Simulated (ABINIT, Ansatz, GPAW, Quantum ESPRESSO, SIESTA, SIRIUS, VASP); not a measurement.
## One calculation of ZrC, 8 ways

```
Zr C
1.0
     0.00000    2.36500    2.36500
     2.36500    0.00000    2.36500
     2.36500    2.36500    0.00000
Zr C
1 1
Direct
  0.50000 0.50000 0.50000
  0.00000 0.00000 0.00000
```

Alike in all runs: task single point; functional PBEsol; k mesh 10 × 10 × 10; occupations fermi-dirac, width 0.05 eV; no spin polarisation; no spin-orbit coupling. Pressure is positive in compression and, in plane waves, holds the error of the finite cutoff, which Ansatz's Pulay term estimates and takes out.

```
                                                                                      program and potentials  plane-wave cutoff (eV)                                                                                   notes  band gap (eV)  pressure (GPa)
                                                                                          Ansatz, Ansatz PAW                     420  potentials made for PBE, which Ansatz adapts in part; Pulay term of +0.20 GPa included         no gap           -8.50
                                                                        VASP, PBE PAW files C, Zr_sv, 520 eV                     520                                                                 potentials made for PBE         no gap           -8.16
                                                             ABINIT, PseudoDojo NC SR PBEsol v0.4.1 standard                    1116                                                                                       -         no gap           -8.30
                                              SIRIUS, PseudoDojo 0.4.1 PBEsol standard (scalar relativistic)                    1127                                                                                       -         no gap           -8.29
                                                                           Quantum ESPRESSO, GBRV 1.5 PBEsol                     612                                                                                       -         no gap           -8.61
SIESTA, files PseudoDojo sr-pbesol-0.4.1-standard, DZP (energy shift 0.003 Ry; two zetas on semicore shells)                       -                                                                            atomic basis         no gap           -6.42
                                                              Ansatz, all-electron LAPW, scalar-relativistic                       -                                                                                       -         no gap           -8.44
                                                           GPAW, PAW data sets generated for this functional                     800                                                                                       -         no gap           -9.31
```

None finds a gap. The pressure spans -9.31 (GPAW, PAW data sets generated for this functional) to -6.42 GPa (SIESTA, files PseudoDojo sr-pbesol-0.4.1-standard, DZP (energy shift 0.003 Ry; two zetas on semicore shells)), with all-electron results at -8.44. Rows in atomic bases carry the error of their basis and grid, which can be large.

Differences between rows come from potentials, basis sets and numerical settings, since the functional is the same but for its coding. Runs on potential files found faulty are left out.

All eight runs give a metal under tension, so at this volume PBEsol would contract the rocksalt cell. The size of the stress reflects the stiffness of ZrC: strong covalent overlap between C 2p and Zr 4d states, with some ionic character, turns even a small linear expansion into a pressure of several GPa. The missing gap fits the usual picture of group 4 carbides, in which the valence electrons just fill the p-d bonding states and the Fermi level falls near a pseudogap, where bands still overlap.

ABINIT and SIRIUS, with closely matched potentials, give -8.30 and -8.29 GPa, so the choice of plane-wave code hardly matters here. SIESTA uses the same potential family yet gives -6.42 GPa, which points to its orbital basis or real-space grid rather than the potentials. GPAW departs from the all-electron value in the opposite direction, so the outliers share no common bias. A single volume fixes the direction of relaxation, but neither the equilibrium lattice constant nor the bulk modulus.
